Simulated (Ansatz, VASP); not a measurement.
**Two plane-wave programs on CoO**

```
Co O
1.0
    -1.50800    1.50800    2.10725
     1.50800   -1.50800    2.10725
     1.50800    1.50800   -2.10725
Co O
1 1
Direct
  0.00000 0.00000 0.00000
  0.50000 0.50000 0.00000
```

Alike in both runs: task relaxation of cell and atoms; functional PBE; k mesh 9 × 9 × 9; occupations fermi-dirac, width 0.05 eV; collinear spin, ferromagnetic start.

|  | VASP | Ansatz |
| --- | --- | --- |
| version | VASP 6.6.1 | Ansatz 0.2.0 |
| potentials or method | VASP PAW PBE potentials, release 64 (Co, O) | Ansatz PAW |
| plane-wave cutoff (eV) | 600 | 420 |
| valence electrons in the cell | 15 | 23 |

|  | VASP | Ansatz | Ansatz less VASP |
| --- | --- | --- | --- |
| gap on the k mesh at the Fermi level, each at its own relaxed structure (eV) | none | none | - |
| net moment per atom (μB) | 1.41 | 1.44 | +0.028 |
| size of the moment on the site where the two differ most (μB) | 2.50 | 2.45 | -0.049 |
| relaxed volume (Å³/atom) | 9.51 | 9.57 | +0.055 |
| relaxed cell length with the largest relative difference (Å) | 2.991 | 2.996 | +0.0057 |

Site moments also hang on the region over which each program counts them. A gap of «none» marks a metal or a gap that the smearing closes. The two sets of potentials don't hold the same shells in valence.

Caveats: a cell with one magnetic atom can't hold antiferromagnetic order, which such compounds often take; semilocal functionals often make such compounds metallic where correlation or magnetic order opens a gap, which also shifts bond lengths; the plane-wave basis is chosen anew once the cell has moved, so the energies of steps on either side of that aren't comparable (Ansatz); the pressure holds a Pulay correction of +0.7 GPa for the finite cutoff (Ansatz). With open d or f shells a metallic result of PBE can be an artefact of self-interaction; +U or a hybrid may open a gap.
